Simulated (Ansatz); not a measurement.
# P: enthalpy against pressure

P, Pm-3m, a = 2.407 Å. This isn't the element's structure at ambient conditions. Ansatz: PBE+D3(BJ), PAW, 420 eV, Γ-centred 18×18×18 mesh on 1 atom, Gaussian smearing 0.10 eV; no spin polarisation. Cell and atoms are relaxed at each pressure, and no other structure is tried, so the rows at high pressure may lie past a change of phase. y is the enthalpy over the state at zero pressure; there V0 = 13.950 Å³/atom. The pressures are the targets, met within 0.05 GPa.

```
P (GPa) y (eV/atom)
   -2.0      -0.1757
    0.0       0.0000
    2.0       0.1728
    5.0       0.4272
   10.0       0.8404
   20.0            ?
   40.0       3.1154
```

Task: Fit y = c1 P + c2 P² + c3 P³ to the other rows, say what c1 and c2 mean, and predict the missing value.

Result: Least squares on the rows shown. y = 0.087067 P − 0.00032827 P² + 2.4676×10⁻⁶ P³. Since dH/dP = V, c1 is V0: 0.087067 eV/GPa × 160.2 = 13.948 Å³ against 13.950; c2 = −V0/(2B0) gives B0 = 133 GPa, where a Birch–Murnaghan fit to the volumes of the same runs (not shown) gives 120 GPa: a cubic over this range folds the higher terms into c2. At P = 20.0 the fit asked for gives 1.6298 eV/atom. The run gave 1.6333 eV/atom, so the fit is 0.0035 eV/atom too low, 0.11 % of the span of the series, against an rms of 0.0002 eV/atom on the fitted rows. With a term in P⁴ added, a fit to the same known rows predicts 1.6358 eV/atom, a smaller miss on the other side.